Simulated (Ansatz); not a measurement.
Crystal: PbS.

```
Pb S
1.0
     4.08970    0.00000    0.00000
    -2.04485    3.54178    0.00000
     0.00000    0.00000    3.78817
Pb S
1 1
Direct
  0.00000 0.00000 0.00000
  0.66667 0.33333 0.50000
```

Measurements of this composition are mostly on another form, of space group No. 225.

```yaml
Program: Ansatz 0.2.0
Task: relaxation of cell and atoms
Functional: RPBE
Dispersion: D3(BJ)
Potentials_or_basis: Ansatz PAW
Cutoff: "420 eV (not typed: the program's choice for these potentials)"
k_mesh: 8 × 8 × 7
Occupations: fermi-dirac, width 0.05 eV
Spin: no spin polarisation
```

At the start: volume 27.44 Å³/atom.

Question: Where does the relaxation end?

Answer: It ends after 7 steps and the volume is 20.61 Å³/atom (-24.9 %); space group P-6m2 (No. 187, to 0.05 Å).

Step by step:
```csv
step,energy change (eV),largest force (eV/Å),volume (Å³)
1,0.0000,0.0000,54.87
2,-0.4374,0.0000,47.26
3,-0.5617,0.0000,42.46
4,-0.6004,0.0000,40.51
5,-0.6037,0.0000,41.45
6,-0.6041,0.0000,41.22
7,-0.6031,0.0000,41.22
```

Final structure:
```
Pb S
1.0
     3.55661    0.00000    0.00000
    -1.77830    3.08011    0.00000
     0.00000    0.00000    3.76318
Pb S
1 1
Direct
  0.00000 0.00000 0.00000
  0.66667 0.33333 0.50000
```

Caveat: the volume moved by over 15 % at a fixed basis, so the end points are rough; the plane-wave basis is chosen anew once the cell has moved, so the energies of steps on either side of that aren't comparable; pairwise dispersion overbinds metals, which lowers pressure and volume; the PAW data sets come from PBE, with cores solved anew for the run's functional, which leaves a small shift of forces and pressure.
